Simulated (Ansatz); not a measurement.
## Si: frames of a relaxation, V_Si, charge -1, atoms relaxed at the host's cell

Level of theory: PBEsol, collinear spin, scalar-relativistic; Ansatz, plane waves to 420 eV (PAW set soft_2), k-mesh 2×2×2 shifted by half a step.

Positions in Å and forces in eV/Å; free energies count from the last frame, uniform background for the charge.

```
31
Lattice="-5.434 -5.434 -5.434 5.434 5.434 -5.434 5.434 -5.434 5.434" Properties=species:S:1:pos:R:3:forces:R:3 pbc="T T T" step=1 dE=0.191eV
Si    4.074   -4.074   -1.384    0.176   -0.014   -0.003
Si    6.724   -1.368   -1.428   -0.005   -0.140   -0.016
Si   -1.357   -1.361   -4.074   -0.003   -0.002   -0.002
Si    1.384    1.353   -4.077    0.005   -0.008    0.239
Si    4.076    4.072   -4.074    0.000    0.014   -0.002
Si   -1.358   -4.082   -1.330    0.197   -0.023    0.025
Si    1.430   -1.354   -1.429   -0.008    0.142    0.011
Si    4.078    1.351   -1.385   -0.185   -0.001    0.000
Si    1.429   -1.369   -6.720    0.046   -0.171    0.056
Si    1.336   -4.079    1.361    0.008    0.000   -0.209
Si    4.076   -1.361    1.360    0.000   -0.002    0.010
Si    1.382   -4.077   -4.073   -0.042   -0.059   -0.166
Si    4.077   -4.074    4.104   -0.174   -0.017    0.010
Si    1.289   -6.786   -1.285    0.008    0.142    0.000
Si   -4.099   -4.076   -4.077    0.044   -0.051    0.192
Si    2.844   -2.689   -5.292    0.096    0.112    0.103
Si    2.688   -5.454   -2.686   -0.026   -0.096    0.021
Si    5.315   -2.685   -2.846   -0.127    0.050   -0.169
Si   -2.731   -2.726   -5.433    0.116   -0.023   -0.017
Si    0.016    0.004   -5.433   -0.108    0.027   -0.013
Si    2.688    2.733   -5.463   -0.023    0.080   -0.014
Si   -2.715   -5.430   -2.698   -0.012    0.019   -0.138
Si    0.017   -2.728   -2.715   -0.111   -0.020    0.017
Si    2.848   -0.049   -2.846    0.073    0.024   -0.223
Si    5.465    2.732   -2.686    0.022    0.078    0.017
Si   -0.125   -5.483    0.138   -0.113    0.020    0.171
Si    2.719   -2.725   -0.015   -0.014   -0.014    0.127
Si    5.433    0.003   -0.015    0.008    0.018    0.124
Si    2.703   -5.429    2.718    0.109    0.027    0.016
Si    5.434   -2.726    2.736    0.016   -0.017   -0.141
Si    0.031   -0.021   -0.029    0.025   -0.098   -0.022
```

```
31
Lattice="-5.434 -5.434 -5.434 5.434 5.434 -5.434 5.434 -5.434 5.434" Properties=species:S:1:pos:R:3:forces:R:3 pbc="T T T" step=3 dE=0.100eV
Si    4.102   -4.070   -1.425   -0.006   -0.040    0.034
Si    6.678   -1.402   -1.497    0.023    0.201    0.021
Si   -1.357   -1.363   -4.074    0.000    0.003    0.000
Si    1.363    1.388   -4.059    0.020   -0.008   -0.073
Si    4.077    4.072   -4.073    0.000   -0.005    0.000
Si   -1.333   -4.089   -1.289   -0.007    0.049   -0.038
Si    1.475   -1.322   -1.496   -0.016   -0.205    0.008
Si    4.052    1.346   -1.425    0.005    0.040    0.030
Si    1.477   -1.402   -6.650   -0.035    0.210   -0.032
Si    1.357   -4.045    1.345   -0.026   -0.014    0.066
Si    4.077   -1.363    1.361   -0.001    0.003   -0.005
Si    1.362   -4.113   -4.088    0.038    0.032    0.053
Si    4.051   -4.070    4.145    0.006   -0.037   -0.035
Si    1.244   -6.756   -1.218    0.016   -0.205   -0.010
Si   -4.076   -4.113   -4.059   -0.039    0.029   -0.058
Si    2.900   -2.680   -5.170    0.268   -0.247    0.020
Si    2.665   -5.479   -2.666   -0.016    0.150    0.019
Si    5.253   -2.681   -2.979   -0.260   -0.231   -0.005
Si   -2.730   -2.738   -5.434   -0.039    0.010    0.005
Si    0.015    0.014   -5.433    0.038   -0.011    0.002
Si    2.664    2.755   -5.480   -0.019   -0.146   -0.026
Si   -2.696   -5.448   -2.668    0.004   -0.002    0.083
Si    0.015   -2.739   -2.713    0.041    0.010   -0.005
Si    2.898   -0.041   -2.979    0.283    0.208    0.016
Si    5.489    2.755   -2.666    0.017   -0.147    0.024
Si   -0.180   -5.475    0.264   -0.271    0.209   -0.003
Si    2.738   -2.711   -0.047    0.006    0.002   -0.078
Si    5.415   -0.014   -0.046   -0.001   -0.001   -0.078
Si    2.704   -5.420    2.719   -0.039   -0.013   -0.001
Si    5.416   -2.711    2.767   -0.007    0.004    0.084
Si    0.055   -0.045   -0.047    0.016    0.150   -0.019
```

```
31
Lattice="-5.434 -5.434 -5.434 5.434 5.434 -5.434 5.434 -5.434 5.434" Properties=species:S:1:pos:R:3:forces:R:3 pbc="T T T" step=8 dE=0.000eV
Si    4.090   -4.126   -1.391   -0.003    0.003    0.001
Si    6.611   -1.397   -1.540    0.004    0.007    0.008
Si   -1.357   -1.362   -4.074    0.000    0.000    0.000
Si    1.392    1.401   -4.060    0.002    0.002   -0.004
Si    4.077    4.072   -4.074   -0.002   -0.002   -0.001
Si   -1.345   -4.032   -1.323   -0.002   -0.001    0.001
Si    1.542   -1.328   -1.540   -0.002   -0.006    0.008
Si    4.064    1.401   -1.391    0.000   -0.001    0.001
Si    1.542   -1.397   -6.608   -0.004    0.010   -0.007
Si    1.328   -4.032    1.347   -0.002    0.000    0.001
Si    4.077   -1.362    1.360    0.000   -0.002    0.002
Si    1.392   -4.125   -4.087    0.002   -0.001    0.002
Si    4.064   -4.125    4.110    0.002    0.001    0.001
Si    1.177   -6.761   -1.173    0.004   -0.008   -0.007
Si   -4.107   -4.125   -4.060    0.000   -0.001   -0.005
Si    3.011   -2.750   -5.139    0.001    0.004    0.001
Si    2.634   -5.505   -2.632    0.003    0.001    0.000
Si    5.143   -2.749   -3.008   -0.002    0.002   -0.002
Si   -2.765   -2.724   -5.409   -0.004   -0.001   -0.002
Si    0.051   -0.001   -5.409    0.005    0.002   -0.001
Si    2.633    2.781   -5.516    0.004   -0.001    0.000
Si   -2.692   -5.435   -2.665   -0.003    0.003    0.004
Si    0.050   -2.723   -2.738    0.006   -0.002    0.002
Si    3.011    0.025   -3.009    0.001   -0.003   -0.001
Si    5.519    2.781   -2.632   -0.002    0.000    0.002
Si   -0.291   -5.408    0.295   -0.001   -0.003    0.000
Si    2.741   -2.723   -0.049   -0.002   -0.004   -0.003
Si    5.412   -0.001   -0.049    0.002    0.005   -0.006
Si    2.669   -5.435    2.696   -0.006    0.003    0.001
Si    5.412   -2.722    2.769    0.001   -0.005    0.002
Si    0.086   -0.071   -0.082   -0.003   -0.001    0.001
```

Caveats: a carrier lies in a band of the host or at its edge, so the energy may hold band filling; bands were filled unevenly over the k points at some point of the run; a moment set at the start was lost; the odd electron ends without a moment, so a state with one unpaired electron may lie lower.
